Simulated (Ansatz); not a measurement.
## Every step of a relaxation of P (hcp type)

DFT, PBE, PAW with Ansatz's default frozen-core files, scalar-relativistic (Ansatz 0.2.0); a Γ-centred 17×17×10 k mesh, Fermi–Dirac smearing of 0.05 eV, no spin polarisation. The run relaxes shape and atoms at held volume.

Command: `ansatz run input.yaml --threads 1 --pin off --max-ram 2048MiB --backend cpu --events-out ev --progress --plain --runs-dir out` It took 10 s on 1 thread of Arm Neoverse V2 (shared host), peak memory 0.3 GiB.

```yaml
crystal:
  lattice:
    - [2.2562743436, 0.0, 0.0]
    - [-1.1281371718, 1.9539908995, 0.0]
    - [0.0, 0.0, 3.8209469293]
  atoms:
    - { symbol: P, position: [0.3333333333, 0.6666666667, 0.25] }
    - { symbol: P, position: [0.6666666667, 0.3333333333, 0.75] }
kpoints:
  mp_grid: { grid: [17, 17, 10] }
scf:
  occupations: { method: fermi_dirac, width: 0.05 }
hamiltonian:
  xc: pbe
  pseudopotentials: { kind: paw }
output:
  forces: true
  stress: true
relax:
  f_tol: 0.005
  max_steps: 30
  cell: { stress_tol: 0.38, fix: [volume] }
```

Each step lists its free energy a cell above the last geometry, the pressure, the cell vectors (Å), and Cartesian positions (Å) with forces (eV/Å).

The first step:

```
step 1  dF = 20.32 meV  P = 141.5 GPa
  cell 2.2563 0.0000 0.0000  -1.1281 1.9540 0.0000  0.0000 0.0000 3.8209
  P 0.0000 1.3027 0.9552   0.0000 0.0000 0.0000
  P 1.1281 0.6513 2.8657   0.0000 0.0000 0.0000
```

Task: Where does the relaxation end, and by which steps?

Result: After 6 geometries, with conventional a, b, c = 2.278, 2.278, 3.748 Å, at 8.423 Å³/atom and 140.9 GPa in space group P6_3/mmc, with a shortest distance of 2.278 Å. The further steps:
```
step 2  dF = 7.37 meV  P = 141.2 GPa
  cell 2.2650 0.0000 0.0000  -1.1325 1.9616 0.0000  0.0000 0.0000 3.7914
  P 0.0000 1.3077 0.9479   0.0000 0.0000 0.0000
  P 1.1325 0.6539 2.8436   0.0000 0.0000 0.0000
step 3  dF = 0.49 meV  P = 140.8 GPa
  cell 2.2823 0.0000 0.0000  -1.1411 1.9765 0.0000  0.0000 0.0000 3.7344
  P 0.0000 1.3177 0.9336   0.0000 0.0000 0.0000
  P 1.1411 0.6588 2.8008   0.0000 0.0000 0.0000
step 4  dF = 0.12 meV  P = 140.8 GPa
  cell 2.2799 0.0000 0.0000  -1.1400 1.9745 0.0000  0.0000 0.0000 3.7421
  P 0.0000 1.3163 0.9355   0.0000 0.0000 0.0000
  P 1.1400 0.6582 2.8066   0.0000 0.0000 0.0000
step 5  dF = 0.04 meV  P = 140.9 GPa
  cell 2.2769 0.0000 0.0000  -1.1384 1.9718 0.0000  0.0000 0.0000 3.7522
  P 0.0000 1.3145 0.9380   0.0000 0.0000 0.0000
  P 1.1384 0.6573 2.8141   0.0000 0.0000 0.0000
step 6  dF = 0.00 meV  P = 140.9 GPa
  cell 2.2780 0.0000 0.0000  -1.1390 1.9728 0.0000  0.0000 0.0000 3.7484
  P 0.0000 1.3152 0.9371   0.0000 0.0000 0.0000
  P 1.1390 0.6576 2.8113   0.0000 0.0000 0.0000
step 7  dF = -0.05 meV  P = 140.9 GPa  (same geometry on a basis chosen anew; earlier energies don't compare to the last digit)
  cell 2.2780 0.0000 0.0000  -1.1390 1.9728 0.0000  0.0000 0.0000 3.7484
  P 0.0000 1.3152 0.9371   0.0000 0.0000 0.0000
  P 1.1390 0.6576 2.8113   0.0000 0.0000 0.0000
```
